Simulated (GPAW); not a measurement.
**MnSi in GPAW: convergence with plane-wave cutoff (eV)**

MnSi:

```xyz
2
Lattice="0.0000 2.5272 2.5272 2.5272 0.0000 2.5272 2.5272 2.5272 0.0000" Properties=species:S:1:pos:R:3 pbc="T T T"
Mn    0.0000    0.0000    0.0000
Si    1.2636    1.2636    1.2636
```

The cell was built by a generator and needn't be a form met in nature.

| Property | Result |
| --- | --- |
| Program | GPAW 26.7.0 |
| Task | convergence study |
| Functional | PBE |
| Potentials or basis | GPAW PAW data sets (gpaw-data 1.2.1), other valence |
| Cutoff | 200 eV |
| Basis | pw |
| k mesh | 7 × 7 × 7 |
| Occupations | fermi-dirac, width 0.05 eV |
| Spin | collinear spin, ferromagnetic start |
| Starting moments | [4.0, 0.0] μB |

These are the settings of the first run; the series varies plane-wave cutoff (eV), with any setting tied to it.

Hardware: 1 thread of Arm Neoverse V2 (shared host).

```tsv
plane-wave cutoff (eV)	energy less the tightest run, at zero smearing (meV/atom)	pressure (GPa)	largest site moment (μB)	SCF cycles	CPU time (s)	peak memory (GiB)
200	327.79	4.54	2.13	13	6.1	0.12
250	117.66	20.62	2.12	12	7	0.12
300	106.52	20.32	2.12	12	7.9	0.13
350	73.77	19.45	2.13	12	8.4	0.13
400	41.41	19.93	2.13	12	13	0.14
500	23.15	21.09	2.13	12	13	0.15
600	19.27	20.81	2.13	12	20	0.15
800	2.91	20.94	2.14	12	26	0.18
1000	0.00	21.15	2.14	12	36	0.2
```

Against the tightest run, the largest site moment stays within 0.02 μB from 300 on. Not settled before the last step: the energy (to 1 meV/atom), the pressure (to 0.1 GPa). The tightest run that finished is the yardstick and may itself not be fully converged.

Caveat, for the tightest run too: so large a pressure means that the cell lies far from this level's equilibrium, or that cutoff or potentials fall short.
